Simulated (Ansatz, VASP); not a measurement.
# One calculation of LiF, two programs

```
Li F
1.0
     0.02014    2.02407    2.02407
     2.02407    0.02014    2.02407
     2.02407    2.02407    0.02014
Li F
1 1
Direct
  0.00000 0.00000 0.00000
  0.50000 0.50000 0.50000
```

Change from the starting cell: equal xy, yz and zx shear strains of +1 %, crystal datasets.

Alike in both runs: task electric field gradients; functional PBE; k mesh 10 × 10 × 10; occupations fermi-dirac, width 0.03 eV; no spin polarisation.

|  | VASP | Ansatz |
| --- | --- | --- |
| version | VASP 6.6.1 | Ansatz 0.2.0 |
| potentials or method | VASP PAW PBE potentials, release 64 (Li_sv, F), cutoff 520 eV | all-electron PAW with datasets made for the crystal, scalar-relativistic |

|  | VASP | Ansatz | Ansatz less VASP |
| --- | --- | --- | --- |
| gap on the k mesh at the Fermi level (eV) | 9.06 | 9.04 | -0.024 |
| Vzz of the field gradient on the site that differs most (V/Å²) | 2.7 | 2.6 | -0.03 |

Ansatz ran all-electron here, so the differences hold the error of VASP's frozen core and of both bases.

 A k mesh can miss the band edges.
